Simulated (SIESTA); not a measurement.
BN in SIESTA: the effect of basis

Crystal: BN.

```xyz
4
Lattice="2.5539 0.0000 0.0000 -1.2770 2.2118 0.0000 0.0000 0.0000 4.2269" Properties=species:S:1:pos:R:3 pbc="T T T"
N     0.0000    1.4745    0.5295
N     1.2770    0.7373    2.6430
B     0.0000    1.4745    2.1123
B     1.2770    0.7373    4.2257
```

Measurements of this composition are mostly on another form, of space group No. 194.

Alike in all runs:

- Program: SIESTA 5.4.2
- Task: single point
- Functional: PBE
- Potentials or basis: PseudoDojo 0.4 standard (PBE files)
- Grid cutoff: 800 Ry
- Energy shift: 0.003 Ry
- k mesh: 12 × 12 × 6
- Occupations: fermi-dirac, width 0.05 eV
- Spin: no spin polarisation

Problem. One run gave: gap on the mesh 5.51 eV; pressure 11.8 GPa; largest force 0.10 eV/Å. Which basis did it use?
A. DZP
B. SZP
C. SZ
D. TZDP
E. DZ

Solution. B.

```csv
basis,gap on the mesh (eV),pressure (GPa),largest force (eV/Å)
SZ,8.66,20.4,0.19
SZP,5.51,11.8,0.10
DZ,6.95,6.9,0.03
DZP,5.33,2.7,0.02
DZDP,5.39,4.2,0.04
TZP,5.32,2.5,0.03
TZDP,5.40,4.3,0.05
```

Caveats: the basis of atomic orbitals isn't converged, which shifts pressures, moduli and gaps; the basis has no polarisation orbitals (some runs).

A k mesh can miss the band edges.
